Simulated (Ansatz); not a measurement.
# As (Pm-3m) in Ansatz: a series of runs

One crystal, As, is run at these levels: PBEsol; tasks: band structure.

Everything below comes from runs of Ansatz 0.2.0. Logs are shortened: lines on timing, memory, paths and dates and some standing lists are left out, and cuts for length are marked.

## (1) Starting point

It takes space group Pm-3m (No. 221, cubic). Conventional cell: a = 2.704 Å, b = 2.704 Å, c = 2.704 Å, α = 90.00°, β = 90.00°, γ = 90.00°. Around As (site symmetry m-3m) lie 6 As at 2.70 Å.

This isn't the form of As at room conditions, which is rhombohedral.

## (2) Band structure, PBEsol, spin-orbit coupling, no magnetisation

Input file input.yaml:

```yaml
crystal:
  lattice:
    - [2.7036817444, 0.0, 0.0]
    - [0.0, 2.7036817444, 0.0]
    - [0.0, 0.0, 2.7036817444]
  atoms:
    - { symbol: As, position: [0.5, 0.5, 0.5] }
kpoints:
  mp_grid: { grid: [8, 8, 8] }
  band_path:
    path:
      - [0.0, 0.0, 0.0]
      - [0.0, 0.5, 0.0]
      - [0.5, 0.5, 0.0]
      - [0.0, 0.0, 0.0]
      - [0.5, 0.5, 0.5]
      - [0.0, 0.5, 0.0]
    npoints: 8
scf:
  occupations: { method: fermi_dirac, width: 0.05 }
hamiltonian:
  xc: pbesol
  pseudopotentials: { kind: all_electron, lapw: { basis_error: 0.001 } }
magnetization:
  noncollinear: true
  spin_orbit: true
output:
  forces: true
  stress: true
  eigenvalues: true
```

Potentials or basis: all-electron LAPW, relativistic spinors.

The run is started by

```sh
ansatz run input.yaml --threads 1 --pin off --max-ram 3072MiB --backend cpu --events-out ev --progress --plain --runs-dir out
```

The log of the run:

```text
Warning: RAYON_NUM_THREADS=1 ignored (pool sized by the plan → 1); use --threads N
LAPW: plane waves up to 7.884 Å⁻¹, error target 1.0e-3 eV per atom; Dirac's equation on spinors; As in spheres of 1.352 Å, 23 of its electrons in bands (how accurate: hamiltonian.pseudopotentials.lapw.basis_error, Limitations)
Engine: ansatz 0.2.0, x86_64-unknown-linux-gnu
Pseudopotentials: kind: all_electron
Pseudopotential: As, LAPW, valence charge 23, lapw/all_electron/dirac/gaussian/As, Dirac's equation, gaussian nucleus
Functional definition: PBEsol
  exchange = pbesol_x
  correlation = pbesol_c
non-collinear run that drives no moment, with spin-orbit: no starting moment large enough to seed its density (crystal.atoms[].spin), no starting occupations that ask for one, no magnetisation constraint and no magnetic field, so the semilocal B_xc is pinned to zero
Crystal: 1 atoms, lattice volume = 19.764 Å³
Basis set: ecut = 236.8073433003507 eV, 171 PW (Γ), exchange–correlation at level 2
Bands: 32, of which v1, the nominal top of the filled ones, is band 23 counted from 1 (22 counted from 0)
Symmetry: 48 space group operations + 48 with time reversal
Magnetic group: BNS 221.93 (UNI 1595), of the structure as read, at distance tolerance 2.7e-5 Å
k-points: 35 of 512
Non-local potential: As, projectors of the file, none
Initial density: superposition of atomic densities (chi_scale 0.1, normalization cell)
Initial wavefunctions: plane waves of lowest kinetic energy (no species holds an atomic orbital)
Functional: x = pbesol(κ = 0.804, μ = 0.12345679012345678), c = pbesol(β = 0.046)
iter 1 solved again at ethr=8.47e-5 eV; its pass at ethr=1.00e-1 eV (dr2=1.95e-2 eV) is discarded
SCF iter   1: F=—  HF=-61484.052503 eV  |F-HF|=—  |Δ(HF+E_count)|=         —  Δρ=1.21e-2  dr2=1.95e-2  dr2_m=0.00e0 (ungated)  ethr=8.47e-5  |M|=0.00e0 ∫|m|=0.00e0 μB  β_m=0.30  ⟨swp⟩=3.3  Hψ=7429  notcnv=0
preconditioner: auto → none  [insulator: Δε(μ)=0.315 eV  Ē_g=15.038 eV  σ=0.050 eV  W_gap=0.57  n_scr=6 (ndim 8)  ℏωp=18.7 eV  f_vac=0.008  D(μ)=1.02/eV (n_scr^D=6)  ε∞_Penn≈2.5]
SCF iter   2: F=—  HF=-61484.050566 eV  |F-HF|=—  |Δ(HF+E_count)|=   1.94e-3  Δρ=8.54e-3  dr2=9.90e-3  dr2_m=0.00e0 (ungated)  ethr=8.47e-5  |M|=0.00e0 ∫|m|=0.00e0 μB  β_m=0.59  ⟨swp⟩=2.0  Hψ=3087  notcnv=0
iter 3 solved again at ethr=4.36e-7 eV; its pass at ethr=4.30e-5 eV (dr2=1.00e-4 eV) is discarded
SCF iter   3: F=—  HF=-61484.050175 eV  |F-HF|=—  |Δ(HF+E_count)|=   3.91e-4  Δρ=8.72e-4  dr2=1.00e-4  dr2_m=0.00e0 (ungated)  ethr=4.36e-7  |M|=0.00e0 ∫|m|=0.00e0 μB  β_m=0.54  ⟨swp⟩=2.0  Hψ=5264  notcnv=0
SCF iter   4: F=—  HF=-61484.049994 eV  |F-HF|=—  |Δ(HF+E_count)|=   1.81e-4  Δρ=5.44e-5  dr2=7.27e-7  dr2_m=0.00e0 (ungated)  ethr=4.36e-7  |M|=0.00e0 ∫|m|=0.00e0 μB  β_m=0.67  ⟨swp⟩=2.0  Hψ=3087  notcnv=0
SCF iter   5: F=-61484.049993 eV  HF=-61484.049993 eV  |F-HF|=1.52e-8  |Δ(HF+E_count)|=   1.29e-6  Δρ=1.15e-5  dr2=1.26e-8  dr2_m=0.00e0 (ungated)  ethr=3.16e-9  |M|=0.00e0 ∫|m|=0.00e0 μB  ⟨swp⟩=2.2  Hψ=3098  notcnv=0
SCF 1 converged in 5 iterations: F = -61484.049993 eV  dr2 = 1.26e-8
NSCF: frozen V_eff on 41 k-points
SCF converged after 5 iterations
Magnetization: |M| = 0.0000 μB,  M = (+0.0000, +0.0000, +0.0000) μB
Absolute magnetization: 0.0000 μB (∫|m|)
  site 0: m = (+0.0000, +0.0000, +0.0000) μB, |m| = 0.0000 μB  (R = 1.35 Å)
Free energy (F): -61484.049993 eV
Harris-Foulkes:  -61484.049993 eV  (|F-HF|=1.52e-8)
Internal energy: -61484.042611 eV  (E = F + TS)
E sigma→0 (E₀):  -61484.046302 eV
Entropy (-TS):   -0.007382 eV (-7.382 meV/atom)
Fermi energy:    12.234389 eV
--- Per-component energies (eV) ---
  E_band       = -1250.607029
  E_kinetic    = 62862.780644
  E_xc         = -2238.296919
  E_electrostatic = -122108.526336  (all electrons and nuclei)
  E_smearing   = -0.007382  (= −TS)
  E_closure    = 0.000000  (closes the sum)
  E_atoms      = -61479.038295  (free atoms, spherical and without spin; not in F)
  Σ components = -61484.049993   (vs F -61484.049993, Δ=0.00e0)
  Basis errors (estimates in eV, not in F): energy 3.2e-4 per atom: plane waves 3.1e-4 (1.8e-4 summed), levels above the bands 7.1e-84, relativity 2.0e-9, radial functions 1.1e-5, core shells 1.4e-13; eigenvalues (radial functions only) 3.1e-5; not estimated: angular momenta, meshes, grids; target (lapw.basis_error) 1.0e-3; muffin-tin radii As 1.352 Å
--- Forces (eV/Å), atoms counted from 1 ---
  atom   1  As     0.00000000    -0.00000000    -0.00000000
  max |Σ_I F_I| component: 1.03e-25 eV/Å
--- Stress (GPa, compression-positive) ---
       -0.444333       0.000000       0.000000
        0.000000      -0.444333       0.000000
        0.000000       0.000000      -0.444333
  P = ⅓ Tr σ = -0.4443 GPa (-4.443 kbar)
--- Band table (eV; the first three rows and the last of 35) ---
  k-point 0: bands = ["-172.8415", "-172.8415", "-119.8208", "-119.8208", "-114.7973", "-114.7973", "-114.7973", "-114.7973", "-24.1032", "-24.1032", "-24.1032", "-24.1032", "-23.3901", "-23.3901", "-23.3901", "-23.3901", "-23.3295", "-23.3295", "-2.7156", "-2.7156", "16.1111", "16.1111", "16.5639", "16.5639", "16.5639", "16.5639", "20.8715", "20.8715", "20.8715", "20.8715", "22.6700", "22.6700"]
  k-point 1: bands = ["-172.8415", "-172.8415", "-119.8208", "-119.8208", "-114.7974", "-114.7974", "-114.7973", "-114.7973", "-24.1035", "-24.1035", "-24.0991", "-24.0991", "-23.3903", "-23.3903", "-23.3846", "-23.3846", "-23.3320", "-23.3320", "-2.4284", "-2.4284", "13.5883", "13.5883", "16.5196", "16.5196", "16.8180", "16.8180", "21.1351", "21.1351", "22.2302", "22.2302", "24.9167", "24.9167"]
  k-point 2: bands = ["-172.8415", "-172.8415", "-119.8210", "-119.8210", "-114.7978", "-114.7978", "-114.7972", "-114.7972", "-24.1042", "-24.1042", "-24.0901", "-24.0901", "-23.3911", "-23.3911", "-23.3703", "-23.3703", "-23.3378", "-23.3378", "-1.5939", "-1.5939", "9.8314", "9.8314", "17.1975", "17.1975", "17.5202", "17.5202", "21.8956", "21.8956", "23.2159", "23.2159", "29.4630", "29.4630"]
  k-point 34: bands = ["-172.8413", "-172.8413", "-119.8219", "-119.8219", "-114.7988", "-114.7988", "-114.7988", "-114.7988", "-24.0785", "-24.0785", "-24.0785", "-24.0785", "-23.3873", "-23.3873", "-23.3239", "-23.3239", "-23.3239", "-23.3239", "7.3313", "7.3313", "10.2179", "10.2179", "10.5777", "10.5777", "10.5777", "10.5777", "18.1956", "18.1956", "18.1956", "18.1956", "18.2182", "18.2182"]
```

Wall time 18 s (1 thread of AMD EPYC 7R13 (Zen 3), shared host); peak memory 0.36 GiB.

Results:

```
Free energy             : -61484.0500 eV
Pressure                : -0.4 GPa
Band gap along the path : none (metal or under the smearing width)
```

Levels at the corners of the path, in eV from the Fermi level:
| point | band 20 | band 21 | band 22 | band 23 | band 24 | band 25 |
| --- | --- | --- | --- | --- | --- | --- |
| Γ | -14.95 | 3.88 | 3.88 | 4.33 | 4.33 | 4.33 |
| X | -11.79 | -6.92 | -6.92 | 6.29 | 6.29 | 6.66 |
| M | -8.51 | -4.33 | -4.33 | -4.13 | -4.13 | 2.46 |
| Γ | -14.95 | 3.88 | 3.88 | 4.33 | 4.33 | 4.33 |
| R | -4.90 | -2.02 | -2.02 | -1.66 | -1.66 | -1.66 |
| X | -11.79 | -6.92 | -6.92 | 6.29 | 6.29 | 6.66 |

Caveat: the k mesh is thin for a metal, which can move the energy by tens of meV per atom.

(Part 1 of 2 ends here.)
